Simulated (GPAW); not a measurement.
The system is YN.

```
CELL_PARAMETERS angstrom
0.00000 2.43850 2.43850
2.43850 0.00000 2.43850
2.43850 2.43850 0.00000
ATOMIC_POSITIONS crystal
Y 0.00000 0.00000 0.00000
N 0.50000 0.50000 0.50000
```

Base run:

| Item | Value |
| --- | --- |
| Program | GPAW 26.7.0 |
| Functional | PBE |
| Potentials or basis | GPAW PAW data sets (gpaw-data 1.2.1) |
| Cutoff | 800 eV |
| Basis | pw |
| k mesh | 9 × 9 × 9 |
| Occupations | fermi-dirac, width 0.05 eV |
| Spin | no spin polarisation |

Its results: band gap on the k mesh 0.26 eV, indirect (least direct gap 0.66 eV); pressure 1.7 GPa.

Q: The run is repeated on the same cell with these changes: functional from PBE to r2SCAN. What comes out?

A: Band gap on the k mesh 0.64 eV, indirect (least direct gap 1.05 eV); pressure 1.2 GPa.

r2SCAN gives the wider gap, since meta-GGAs in the generalised Kohn-Sham scheme recover part of the derivative discontinuity.

Caveats: the PAW data sets were made with another functional, which shifts forces and pressure a little (some runs).

A k mesh can miss the band edges.
